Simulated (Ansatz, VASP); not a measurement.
One calculation of Si3Ge, two programs

```xyz
4
Lattice="3.8625 0.0000 0.0000 -1.9312 3.3450 0.0000 0.0000 0.0000 6.3850" Properties=species:S:1:pos:R:3 pbc="T T T"
Ge    0.0000    2.2300    0.0025
Si    1.9313    1.1150    3.1899
Si    0.0000    2.2300    2.4138
Si    1.9313    1.1150    5.5547
```

Alike in both runs: functional PBEsol; k mesh 12 × 12 × 6; occupations gaussian, width 0.02 eV; no spin polarisation.

Ansatz relaxed the structure, and its values are those at the end. VASP's run is a single point on that final structure, the one shown.

|  | VASP | Ansatz |
| --- | --- | --- |
| version | VASP 6.6.1 | Ansatz 0.2.0 |
| potentials or method | VASP PAW PBE potentials, release 64 (Ge_d, Si) | scalar-relativistic, plane waves, PAW |
| plane-wave cutoff (eV) | 520 | 420 |
| valence electrons in the cell | 26 | 26 |

```csv
,VASP,Ansatz,Ansatz less VASP
gap on the k mesh at the Fermi level (eV),0.28,0.28,+0.002
least direct gap on the mesh (eV),0.63,0.63,-0.003
pressure (GPa),0.0,-0.1,-0.03
rms of the force components (eV/Å),0.004,0.001,-0.0022
```

With one functional, cell and mesh, what is left measures potentials, basis and numerics. Ansatz warned: «stress_scf_threshold_loose».

Caveats: the PAW data sets were made with another functional, which shifts forces and pressure a little (VASP).
